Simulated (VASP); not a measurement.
# Er (Fm-3m) in VASP: notebook, part 2 of 2

VASP 6.6.1.

## Step 3: Single point, PBE, collinear spin, ferromagnetic start

INCAR reads:

```
SYSTEM = Er
PREC     = Accurate       ! precision mode
ENCUT    = 450            ! plane-wave cutoff, eV
EDIFF    = 0.001          ! SCF threshold, eV
ISMEAR   = 0              ! smearing method
SIGMA    = 0.2            ! smearing width, eV
LREAL    = .False.        ! projectors in reciprocal space
LASPH    = .True.         ! aspherical terms in the spheres
NELM     = 100            ! most SCF steps
ALGO     = Normal         ! electronic algorithm
ISIF     = 2              ! what is computed and relaxed
LWAVE    = .False.        ! write WAVECAR
LCHARG   = .False.        ! write CHGCAR
ISPIN    = 2              ! spin polarisation
MAGMOM   = 3              ! initial moments
LORBIT   = 11             ! projections on sites
LMAXMIX  = 6              ! l up to which the mixer works
GGA      = PE             ! functional
ADDGRID  = .False.
```

KPOINTS reads:

```
Automatic mesh
0
Gamma
  6 6 6
  0 0 0
```

POSCAR reads:

```
Er
1.0
    0.0000000000      2.4798434248      2.4798434248
    2.4798434248      0.0000000000      2.4798434248
    2.4798434248      2.4798434248      0.0000000000
Er
1
Direct
    0.0000000000      0.0000000000      0.0000000000
```

Potentials or basis: VASP PAW PBE potentials, release 64 (Er_3), 4f in core.

Started as:

```sh
cat potpaw_PBE.64/Er_3/POTCAR > POTCAR
mpirun -np 1 vasp_std > vasp.out
```

OUTCAR:

```text
SYSTEM = Er
   PREC = Accurate
   ENCUT = 450
   EDIFF = 0.001
   ISMEAR = 0
   LREAL = .False.
   LASPH = .True.
   NELM = 100
   ISIF = 2
   ISPIN = 2
   LORBIT = 11
   GGA = PE

 Found     16 irreducible k-points:

 Following reciprocal coordinates:
            Coordinates               Weight
  0.000000  0.000000  0.000000      1.000000
  0.166667  0.000000  0.000000      8.000000
  0.333333  0.000000  0.000000      8.000000
  0.500000  0.000000  0.000000      4.000000
  0.166667  0.166667  0.000000      6.000000
  0.333333  0.166667  0.000000     24.000000
   k-points           NKPTS =     16   k-points in BZ     NKDIM =     16   number of bands    NBANDS=     10
   number of dos      NEDOS =    301   number of ions     NIONS =      1
   total plane-waves  NPLWV =  13824
   dimension x,y,z NGX =    24 NGY =   24 NGZ =   24
   dimension x,y,z NGXF=    48 NGYF=   48 NGZF=   48
   ions per type =               1
   NGX,Y,Z   is equivalent  to a cutoff of  11.38, 11.38, 11.38 a.u.
   NGXF,Y,Z  is equivalent  to a cutoff of  22.75, 22.75, 22.75 a.u.
 SYSTEM =  Er
   PREC   = accura    normal or accurate (medium, high low for compatibility)
   ISTART =      0    job   : 0-new  1-cont  2-samecut
   ICHARG =      2    charge: 1-file 2-atom 10-const
   ISPIN  =      2    spin polarized calculation?
   LNONCOLLINEAR =      F non collinear calculations
   LSORBIT =      F    spin-orbit coupling
   LASPH  =      T    aspherical Exc in radial PAW
   ENCUT  =  450.0 eV  33.07 Ry    5.75 a.u.   6.07  6.07  6.07*2*pi/ulx,y,z
   NELM   =    100;   NELMIN=  2; NELMDL= -5     # of ELM steps
   EDIFF  = 0.1E-02   stopping-criterion for ELM
   LREAL  =      F    real-space projection
   EDIFFG = 0.1E-01   stopping-criterion for IOM
   NSW    =      0    number of steps for IOM
   IBRION =     -1    ionic relax: 0-MD 1-quasi-New 2-CG
   NFREE  =      0    steps in history (QN), initial steepest desc. (CG)
   ISIF   =      2    stress and relaxation
   ISYM   =      2    0-nonsym 1-usesym 2-fastsym
   POTIM  = 0.5000    time-step for ionic-motion
   TEBEG  =    0.0;   TEEND  =   0.0 temperature during run
   PSTRESS=    0.0 pullay stress
   NELECT =       9.0000    total number of electrons
   NUPDOWN=      -1.0000    fix difference up-down
   EMIN   =  10.00;   EMAX   =-10.00  energy-range for DOS
   EFERMI =   0.00;   METHOD = LEGACY
   ISMEAR =     0;   SIGMA  =   0.20  broadening in eV -4-tet -1-fermi 0-gaus
   EFERMI_NEDOS =   21; number of points for ismear=-14 and -15
   IALGO  =     38    algorithm
   IMIX   =      4    mixing-type and parameters
     AMIX     =   0.40;   BMIX     =  1.00
     AMIX_MAG =   1.60;   BMIX_MAG =  1.00
  volume/ion in A,a.u.               =      30.50       205.83
[... 41 lines left out ...]
      2     -21.3072      1.00000
      3     -21.3072      1.00000
      4      -2.4642      1.00000
      5       5.1041      0.00000
      6       5.1041      0.00000
      7       5.1041      0.00000
      8       7.4434      0.00000
      9       7.4435      0.00000
     10      12.6771      0.00000
[... 53 lines left out ...]
 k-point     6 :       0.3333    0.1667    0.0000
  band No.  band energies     occupation
      1     -21.6779      1.00000
      2     -21.4109      1.00000
      3     -21.4084      1.00000
      4      -0.0815      1.00000
      5       3.3411      0.03793
      6       4.7104      0.00000
      7       5.9435      0.00000
      8       7.1481      0.00000
      9       8.5198      0.00000
     10      13.5324      0.00000

 [... further k-points ...]

 spin component 2

 k-point     1 :       0.0000    0.0000    0.0000
  band No.  band energies     occupation
      1     -21.3213      1.00000
      2     -21.3213      1.00000
      3     -21.3213      1.00000
      4      -2.5034      1.00000
      5       5.0746      0.00000
      6       5.0746      0.00000
      7       5.0746      0.00000
      8       7.4244      0.00000
      9       7.4244      0.00000
     10      12.6157      0.00000
[... 53 lines left out ...]
 k-point     6 :       0.3333    0.1667    0.0000
  band No.  band energies     occupation
      1     -21.6928      1.00000
      2     -21.4253      1.00000
      3     -21.4228      1.00000
      4      -0.1195      1.00000
      5       3.3046      0.06463
      6       4.6833      0.00000
      7       5.9164      0.00000
      8       7.1212      0.00000
      9       8.4995      0.00000
     10      13.5008      0.00000

 [... further k-points ...]
[... 5 lines left out ...]
  --------------------------------------------------------------------------------------
  -------------------------------------------------------------------------------------
  Total        0.0951149      0.0951149      0.0951149      0.0000000      0.0000000      0.0000000
  in kB        4.9963924      4.9963924      4.9963924      0.0000000      0.0000000      0.0000000
  external PRESSURE =       4.9963924 kB  Pullay stress =       0.0000000 kB

 VOLUME and BASIS-vectors are now :
 -----------------------------------------------------------------------------
  energy-cutoff  :      450.00
  volume of cell :       30.50
      direct lattice vectors                 reciprocal lattice vectors
     0.000000000  2.479843425  2.479843425    -0.201625633  0.201625633  0.201625633
     2.479843425  0.000000000  2.479843425     0.201625633 -0.201625633  0.201625633
     2.479843425  2.479843425  0.000000000     0.201625633  0.201625633 -0.201625633

 POSITION                                       TOTAL-FORCE (eV/Angst)
 -----------------------------------------------------------------------------------
      0.00000      0.00000      0.00000         0.000000      0.000000      0.000000
 -----------------------------------------------------------------------------------
    total drift:                               -0.000000      0.000000      0.000000

  FREE ENERGIE OF THE ION-ELECTRON SYSTEM (eV)
  ---------------------------------------------------
  free  energy   TOTEN  =        -4.4961564356 eV

  energy  without entropy=       -4.4671172613  energy(sigma->0) =       -4.48163685

 total charge

# of ion       s       p       d       tot
------------------------------------------
    1        0.517   6.503   1.102   8.121

 magnetization (x)

# of ion       s       p       d       tot
------------------------------------------
    1        0.000  -0.008  -0.009  -0.017
```

It took 6.2 s on 1 thread of Intel Xeon 6975P-C (Granite Rapids), shared host; peak memory 0.14 GiB.

The run converged, but some of its settings lie outside the range that counts as converged, so its numbers aren't taken as properties of the crystal.

Results:

```yaml
Free_energy: -4.4962 eV
Pressure: 0.5 GPa
Band_gap_on_the_k_mesh: none (metal or under the smearing width)
Net_moment: -0.05 μB per cell
Valence_electrons_inside_the_program's_atomic_spheres: Er 8.12
```

Caveat: the k mesh is coarse (spacing up to 0.37 Å⁻¹), so the values aren't converged; the magnetic or orbital state may not be the lowest; spin-orbit coupling is left out, which moves the levels of the heavy elements; the 4f electrons are frozen in the core as for a trivalent ion, so they carry no moment and show no levels.

## Step 4: Single point, PBE, collinear spin, ferromagnetic start

INCAR is that of step 3.

KPOINTS is that of step 3.

POSCAR reads:

```
Er
1.0
   -0.0089250000      2.4571370000      2.4791170000
    2.4542050000     -0.0023290000      2.4725200000
    2.4870360000      2.4833720000     -0.0351600000
Er
1
Direct
   -0.0043710000     -0.0077920000     -0.0181410000
```

Started as:

```sh
cat potpaw_PBE.64/Er_3/POTCAR > POTCAR
mpirun -np 1 vasp_std > vasp.out
```

Wall time 14 s (1 thread of Intel Xeon 6975P-C (Granite Rapids), shared host); peak memory 0.17 GiB.

These settings aren't checked as converged: the numbers below hold their error.

Results:

```
Free energy                                           : -4.4945 eV
Pressure                                              : 0.5 GPa
Band gap on the k mesh                                : none (metal or under the smearing width)
Net moment                                            : -0.05 μB per cell
Valence electrons inside the program's atomic spheres : Er 8.12
```

Caveat: the k mesh is coarse (spacing up to 0.37 Å⁻¹), so the values aren't converged; the magnetic or orbital state may not be the lowest; spin-orbit coupling is left out, which moves the levels of the heavy elements; the 4f electrons are frozen in the core as for a trivalent ion, so they carry no moment and show no levels.

## Step 5: Single point, PBE, collinear spin, ferromagnetic start

INCAR: that of step 4 with these lines changed.

```diff
@@ -3,3 +3,3 @@
 ENCUT    = 450            ! plane-wave cutoff, eV
-EDIFF    = 0.001          ! SCF threshold, eV
+EDIFF    = 1E-4           ! SCF threshold, eV
 ISMEAR   = 0              ! smearing method
```

KPOINTS is that of step 4.

POSCAR reads:

```
Er
1.0
    0.0000000000      2.4798434248      2.4798434248
    2.4798434248      0.0000000000      2.4798434248
    2.4798434248      2.4798434248      0.0000000000
Er
1
Direct
    0.0000000000      0.0000000000      0.0000000000
```

Started as:

```sh
cat potpaw_PBE.64/Er_3/POTCAR > POTCAR
mpirun -np 1 vasp_std > vasp.out
```

It took 6.2 s on 1 thread of Intel Xeon 6975P-C (Granite Rapids), shared host; peak memory 0.14 GiB.

The run converged, but some of its settings lie outside the range that counts as converged, so its numbers aren't taken as properties of the crystal.

Results:

```yaml
Free_energy: -4.4964 eV
Pressure: 0.1 GPa
Band_gap_on_the_k_mesh: none (metal or under the smearing width)
Net_moment: 0.01 μB per cell
Valence_electrons_inside_the_program's_atomic_spheres: Er 8.12
```

Caveat: the k mesh is coarse (spacing up to 0.37 Å⁻¹), so the values aren't converged; the magnetic or orbital state may not be the lowest; spin-orbit coupling is left out, which moves the levels of the heavy elements; the 4f electrons are frozen in the core as for a trivalent ion, so they carry no moment and show no levels.

## Step 6: For comparison

An earlier run on the cell as given: functional PBE; potentials or basis VASP PAW PBE potentials, release 64 (Er); cutoff 520 eV; k mesh 9 × 9 × 9; occupations fermi-dirac, width 0.05 eV; collinear spin, ferromagnetic start; starting moments [3.0] μB.

* Pressure: 2.8 GPa
* Band gap on the k mesh: none (metal or under the smearing width)
* Net moment: 2.42 μB per cell
* Site moments: Er +2.43 μB
* Valence electrons inside the program's atomic spheres: Er 19.66
